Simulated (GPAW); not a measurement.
A run of GPAW 26.7.0 is set up as follows.

Contents of run.py:

```python
from ase import Atoms
from ase.filters import FrechetCellFilter
from ase.io import write
from ase.optimize import BFGS
from ase.units import GPa
from gpaw import GPAW, PW, setup_paths

setup_paths.insert(0, '.')

atoms = Atoms(['S', 'Mg'],
              cell=[[0.0, 2.60165, 2.60165],
                    [2.60165, 0.0, 2.60165],
                    [2.60165, 2.60165, 0.0]],
              scaled_positions=[[0.5, 0.5, 0.5],
                                [0.0, 0.0, 0.0]],
              pbc=True)

calc = GPAW(mode=PW(800),
            xc='PBEsol',
            kpts={'size': (9, 9, 9), 'gamma': True},
            occupations={'name': 'fermi-dirac', 'width': 0.05},
            nbands=16,
            convergence={'density': 1e-05, 'forces': 0.0001},
            maxiter=150,
            txt='gpaw.txt')
atoms.calc = calc
opt = BFGS(FrechetCellFilter(atoms, scalar_pressure=10 * GPa), trajectory='relax.traj', logfile='-')
done = opt.run(fmax=0.02, steps=60)
calc.write('gs.gpw')
write('result.traj', atoms)
print('Converged:', done)
print('Cell:', atoms.cell.cellpar().round(4))
print('Volume:', round(atoms.get_volume(), 4))
print(atoms.get_scaled_positions().round(5))
```

Potentials or basis: PAW data sets generated in the run's folder for this functional, pw.

The run is started by

```console
$ gpaw-setup -f PBEsol Mg S
$ OMP_NUM_THREADS=1 python run.py
```

Estimate the band gap on the k mesh.

3.07 eV, indirect (least direct gap 4.55 eV).

Estimate the relaxed volume.

15.71 Å³/atom.

Final structure:
```xyz
2
Lattice="0.0000 2.5046 2.5046 2.5046 0.0000 2.5046 2.5046 2.5046 0.0000" Properties=species:S:1:pos:R:3 pbc="T T T"
S     2.5046    2.5046    2.5046
Mg    0.0000    0.0000    0.0000
```

Caveat: later steps reuse the first step's grids; an odd mesh through Γ misses points on the zone boundary, where band edges often lie.
